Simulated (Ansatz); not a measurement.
TiCo2: iterations to self-consistency

Computed with DFT r2SCAN, scalar-relativistic, plane waves, PAW in Ansatz 0.2.0.

```xyz
6
Lattice="0.0000 3.3520 3.3520 3.3520 0.0000 3.3520 3.3520 3.3520 0.0000" Properties=species:S:1:pos:R:3 pbc="T T T"
Ti    3.3520    3.3520    3.3520
Ti    5.0280    5.0280    5.0280
Co    0.8380    0.8380    0.8380
Co    0.8380    2.5140    2.5140
Co    2.5140    2.5140    0.8380
Co    2.5140    0.8380    2.5140
```

```json
{
  "plane-wave cutoff": "500 eV",
  "Γ-centred k-mesh": "10×10×10",
  "occupation rule": "Gaussian smearing, 0.1 eV",
  "list of starting moments (μB, in atom order)": "-0.73 -0.73 1.71 1.71 1.71 1.71",
  "check for lower electronic states after the SCF": "off"
}
```

Each run starts from superposed atomic densities and uses the program's default quasi-Newton mixer with a history of 8 with its automatic preconditioner, at most 120 iterations and the default threshold on the density residual; only the mixing step differs.

Problem. Order these values of the mixing step from fewest iterations to most.
A. 0.8
B. 0.6
C. 0.02
D. 0.2
E. 1

Solution. E (23 iterations), A (24 iterations), B (27 iterations), D (33 iterations), C (77 iterations).

| mixing step | iterations | converged | density residual (eV) at iterations 1, 3, 5 |
| --- | --- | --- | --- |
| 0.02 | 77 | yes | 40 28 36 |
| 0.2 | 33 | yes | 40 2.6 7.5 |
| 0.6 | 27 | yes | 40 19 1.2 |
| 0.8 | 24 | yes | 40 37 2.6 |
| 1 | 23 | yes | 40 53 0.92 |

Cost: 5 runs of about 12 core-minutes in all, on Intel Xeon Processor @ 2.70GHz (shared hosts).